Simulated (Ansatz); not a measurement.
Crystal: Na.

```
CELL_PARAMETERS angstrom
-2.14100 2.14100 2.14100
2.14100 -2.14100 2.14100
2.14100 2.14100 -2.14100
ATOMIC_POSITIONS crystal
Na 0.00000 0.00000 0.00000
```

| Property | Result |
| --- | --- |
| Program | Ansatz 0.2.0 |
| Task | relaxation of cell and atoms |
| Functional | PBE |
| Dispersion | D3(BJ) |
| Potentials or basis | Ansatz PAW |
| Cutoff | 420 eV (not typed: the program's choice for these potentials) |
| k mesh | 9 × 9 × 9 |
| Occupations | fermi-dirac, width 0.05 eV |
| Spin | no spin polarisation |

At the start: volume 39.26 Å³/atom.

Where does the relaxation end?

It ends after 5 steps and the volume is 34.06 Å³/atom (-13.2 %); space group Im-3m (No. 229, to 0.05 Å).

Step by step:
```csv
step,energy change (eV),largest force (eV/Å),volume (Å³)
1,0.0000,0.0000,39.26
2,-0.0056,0.0000,38.30
3,-0.0181,0.0000,32.92
4,-0.0189,0.0000,34.06
5,-0.0187,0.0000,34.06
```

Final structure:
```xyz
1
Lattice="-2.0420 2.0420 2.0420 2.0420 -2.0420 2.0420 2.0420 2.0420 -2.0420" Properties=species:S:1:pos:R:3 pbc="T T T"
Na    0.0000    0.0000    0.0000
```

Caveat: the plane-wave basis is chosen anew once the cell has moved, so the energies of steps on either side of that aren't comparable; pairwise dispersion overbinds metals, which lowers pressure and volume.
